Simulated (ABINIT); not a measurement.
# Pb (Fm-3m) in ABINIT: settings compared, part 2 of 2

ABINIT 10.8.3 (patched build).

### Step 3. Band structure, HCTH407

The input, run.abi:

```
ndtset 2

pp_dirpath "./"
pseudos "Pb.GGA_PBE-JTH_sp.xml"

acell 3.5002068511 3.5002068511 3.5002068511 Angstrom
rprim
     0.0000000000     0.7071067812     0.7071067812
     0.7071067812     0.0000000000     0.7071067812
     0.7071067812     0.7071067812     0.0000000000
ntypat 1
znucl 82
natom 1
typat 1
xcart
     0.0000000000     0.0000000000     0.0000000000

ecut 408.170794 eV
pawecutdg 30.0

ixc 27

occopt 3
tsmear 0.00183747

nstep 100

iomode 3
prtwf 0
prteig 0
prtebands 0
enunit 2
prtden1 1
prtvha1 1
prtvclmb1 1
prtpot1 1

kptopt1 1
ngkpt1 9 9 9
nshiftk1 1
shiftk1 0.0 0.0 0.0
nband1 6
tolvrs1 1.0e-9

iscf2 -2
getden2 1
nband2 10
nbdbuf2 2
tolwfr2 1.0e-12
kptopt2 -9
ndivsm2 6
prteig2 1
prtvol2 -3
kptbounds2
     0.0000000000     0.0000000000     0.0000000000
     0.5000000000     0.0000000000     0.5000000000
     0.5000000000     0.2500000000     0.7500000000
     0.3750000000     0.3750000000     0.7500000000
     0.0000000000     0.0000000000     0.0000000000
     0.5000000000     0.5000000000     0.5000000000
     0.6250000000     0.2500000000     0.6250000000
     0.5000000000     0.2500000000     0.7500000000
     0.5000000000     0.5000000000     0.5000000000
     0.3750000000     0.3750000000     0.7500000000
```

Potentials or basis: JTH PAW PBE v2.0 sp.

The run is started by

```sh
abinit run.abi > log 2>&1
```

run.abo:

```text
.Version 10.8.3 of ABINIT
 DATASET    1 : space group Fm -3 m (#225); Bravais cF (face-center cubic)
================================================================================
 Values of the parameters that define the memory need for DATASET  1.
     intxc =       0    ionmov =       0      iscf =       7    lmnmax =      13
     lnmax =       5     mgfft =      24  mpssoang =       3    mqgrid =    3001
     natom =       1  nloc_mem =       2    nspden =       1   nspinor =       1
    nsppol =       1      nsym =      48    n1xccc =       1    ntypat =       1
    occopt =       3   xclevel =       2
       mpw =         577          nfft =       13824          nkpt =          35
 PAW method is used; the additional fine FFT grid is defined by:
   mgfftf=        36    nfftf =     46656
================================================================================
================================================================================

 DATASET    2 : space group Fm -3 m (#225); Bravais cF (face-center cubic)
================================================================================
 Values of the parameters that define the memory need for DATASET  2.
     intxc =       0    ionmov =       0      iscf =      -2    lmnmax =      13
     lnmax =       5     mgfft =      24  mpssoang =       3    mqgrid =    3001
     natom =       1  nloc_mem =       2    nspden =       1   nspinor =       1
    nsppol =       1      nsym =      48    n1xccc =       1    ntypat =       1
    occopt =       3   xclevel =       2
       mpw =         584          nfft =       13824          nkpt =         103
 PAW method is used; the additional fine FFT grid is defined by:
   mgfftf=        36    nfftf =     46656
[... 1188 lines left out ...]
   8.37291   11.33379
 kpt#   4, nband= 10, wtk=  1.00000, kpt=  0.0882  0.0000  0.0882 (reduced coord)
 -11.38170    6.30357    6.50716    6.50716    7.38254    8.20749    8.28918    8.28918
   8.38605   11.48068
 kpt#   5, nband= 10, wtk=  1.00000, kpt=  0.1176  0.0000  0.1176 (reduced coord)
 -11.22909    5.63620    6.08631    6.08631    7.21331    8.07016    8.40399    8.43367
   8.43367   11.66113
 kpt#   6, nband= 10, wtk=  1.00000, kpt=  0.1471  0.0000  0.1471 (reduced coord)
 -11.03339    4.93552    5.65309    5.65309    7.02656    7.87559    8.42631    8.54389
[... 278 lines left out ...]
  -7.50720   -2.91981    1.12813    4.28310    6.38648    8.31889    8.58111    8.65139
   8.69370   11.31562
 kpt# 100, nband= 10, wtk=  1.00000, kpt=  0.4125  0.4125  0.6750 (reduced coord)
  -7.30549   -2.59393    0.29125    3.98296    6.19528    8.43386    8.50817    8.68547
   8.70906   11.41867
 kpt# 101, nband= 10, wtk=  1.00000, kpt=  0.4000  0.4000  0.7000 (reduced coord)
  -7.10474   -2.24721   -0.44146    3.71270    6.02887    8.40954    8.52734    8.67678
   8.74252   11.48053
 kpt# 102, nband= 10, wtk=  1.00000, kpt=  0.3875  0.3875  0.7250 (reduced coord)
  -6.93157   -1.96267   -0.95453    3.47958    5.89049    8.28154    8.60183    8.66790
   8.76153   11.50452
 kpt# 103, nband= 10, wtk=  1.00000, kpt=  0.3750  0.3750  0.7500 (reduced coord)
  -6.82566   -1.99370   -0.95227    3.28934    5.78239    8.12222    8.65727    8.66190
   8.77228   11.49684

== END DATASET(S) ==============================================================
================================================================================

 -outvars: echo values of variables after computation  --------
            acell      6.6144323326E+00  6.6144323326E+00  6.6144323326E+00 Bohr
           etotal1    -3.7137060249E+00
            fcart1    -0.0000000000E+00 -0.0000000000E+00 -0.0000000000E+00
            rprim      0.0000000000E+00  7.0710678120E-01  7.0710678120E-01
                       7.0710678120E-01  0.0000000000E+00  7.0710678120E-01
                       7.0710678120E-01  7.0710678120E-01  0.0000000000E+00
           strten1    -1.0680250329E-04 -1.0680250329E-04 -1.0680250329E-04
                       0.0000000000E+00  0.0000000000E+00  0.0000000000E+00
 Calculation completed.
```

It took 14 s on 1 thread of Arm Neoverse V1, shared host; peak memory 0.11 GiB.

What came out:

- Free energy: -101.0551 eV
- Pressure: 3.1 GPa
- Band gap on the k mesh: none (metal or under the smearing width)
- Valence electrons inside the program's atomic spheres: Pb 2.72 (radii [1.5418] Å)

Levels at the corners of the path, in eV from the Fermi level:
```tsv
point	band 1	band 2	band 3	band 4	band 5	band 6
Γ	-11.68	7.45	7.45	7.45	7.54	7.54
X	-6.87	-3.05	2.32	2.32	4.93	5.50
W	-6.74	-1.19	-1.19	0.44	8.10	8.10
K	-6.93	-2.09	-1.05	3.19	5.68	8.02
Γ	-11.68	7.45	7.45	7.45	7.54	7.54
L	-8.26	-3.98	5.74	5.74	7.09	7.36
U	-6.93	-2.09	-1.05	3.19	5.68	8.02
W	-6.74	-1.19	-1.19	0.44	8.10	8.10
L	-8.26	-3.98	5.74	5.74	7.09	7.36
K	-6.93	-2.09	-1.05	3.19	5.68	8.02
```

Caveat: the PAW data sets were made with another functional, which shifts forces and pressure a little; spin-orbit coupling is left out, which moves the levels of the heavy elements; this set keeps more shells in the core, which shifts pressures and gaps.

### Step 4. Band structure, OLYP

Edit run.abi of step 3 so:

```diff
@@ -1,6 +1,9 @@
+# Datasets: ground state, then fixed potential
 ndtset 2
 
+# Pseudopotentials
 pp_dirpath "./"
-pseudos "Pb.GGA_PBE-JTH_sp.xml"
+pseudos "Pb.GGA_PBE-JTH.xml"
 
+# Structure
 acell 3.5002068511 3.5002068511 3.5002068511 Angstrom
@@ -14,15 +17,20 @@
 typat 1
-xcart
+xred
      0.0000000000     0.0000000000     0.0000000000
 
-ecut 408.170794 eV
-pawecutdg 30.0
+# Plane-wave basis
+ecut 17.0
+pawecutdg 34.0
 
-ixc 27
+# Exchange and correlation
+ixc -110131
 
+# Bands and occupations
 occopt 3
-tsmear 0.00183747
+tsmear 0.05 eV
 
+# SCF cycle
 nstep 100
 
+# Output
 iomode 3
@@ -33,6 +41,4 @@
 prtden1 1
-prtvha1 1
-prtvclmb1 1
-prtpot1 1
 
+# Dataset 1
 kptopt1 1
@@ -41,8 +47,9 @@
 shiftk1 0.0 0.0 0.0
-nband1 6
+nband1 11
 tolvrs1 1.0e-9
 
+# Dataset 2: bands along G-X-W-K-G-L-U-W-L-K
 iscf2 -2
 getden2 1
-nband2 10
+nband2 15
 nbdbuf2 2
@@ -50,5 +57,4 @@
 kptopt2 -9
-ndivsm2 6
+ndivsm2 8
 prteig2 1
-prtvol2 -3
 kptbounds2
```

Potentials or basis: JTH PAW PBE v2.0.

The run is started by

```sh
abinit run.abi > log 2>&1
```

Run time: 49 s. Hardware: 1 thread of Arm Neoverse V1, shared host; peak memory 0.11 GiB.

It converged, with:

* Free energy: -1671.0011 eV
* Band gap on the k mesh: none (metal or under the smearing width)
* Valence electrons inside the program's atomic spheres: Pb 11.42 (radii [1.2714] Å)

Levels at the corners of the path, in eV from the Fermi level:
| point | band 5 | band 6 | band 7 | band 8 | band 9 | band 10 |
| --- | --- | --- | --- | --- | --- | --- |
| Γ | -17.32 | -11.64 | 7.57 | 7.57 | 7.57 | 9.89 |
| X | -17.16 | -6.65 | -3.12 | 2.21 | 2.21 | 5.48 |
| W | -17.16 | -6.54 | -1.23 | -1.23 | 0.41 | 10.98 |
| K | -17.20 | -6.73 | -2.14 | -1.08 | 3.14 | 6.57 |
| Γ | -17.32 | -11.64 | 7.57 | 7.57 | 7.57 | 9.89 |
| L | -17.19 | -8.05 | -4.05 | 5.74 | 5.74 | 9.37 |
| U | -17.20 | -6.73 | -2.14 | -1.08 | 3.14 | 6.57 |
| W | -17.16 | -6.54 | -1.23 | -1.23 | 0.41 | 10.98 |
| L | -17.19 | -8.05 | -4.05 | 5.74 | 5.74 | 9.37 |
| K | -17.20 | -6.73 | -2.14 | -1.08 | 3.14 | 6.57 |

Caveat: the cutoff is too short for stress, so the log's stress isn't used; the PAW data sets were made with another functional, which shifts forces and pressure a little; spin-orbit coupling is left out, which moves the levels of the heavy elements.

### Step 5. The runs side by side

```csv
task,level,potentials or basis,cutoff (eV),fine-grid cutoff,gap on the mesh (eV)
equation of state,PBE,JTH PAW PBE v2.0,463,925.187 eV,-
band structure,HCTH407,JTH PAW PBE v2.0 sp,408,816.342 eV,none
band structure,OLYP,JTH PAW PBE v2.0,463,925.187 eV,none
```

Alike in all rows: no spin polarisation; cell as given; k mesh 9 × 9 × 9; smearing fermi-dirac 0.05 eV.

Caveats: the PAW data sets were made with another functional, which shifts forces and pressure a little (some runs); spin-orbit coupling is left out, which moves the levels of the heavy elements (some runs); pressures at fixed basis lie under the slope of the energies (some runs); this set keeps more shells in the core, which shifts pressures and gaps (some runs).

Absolute energies hang on the potentials; compare differences alone.
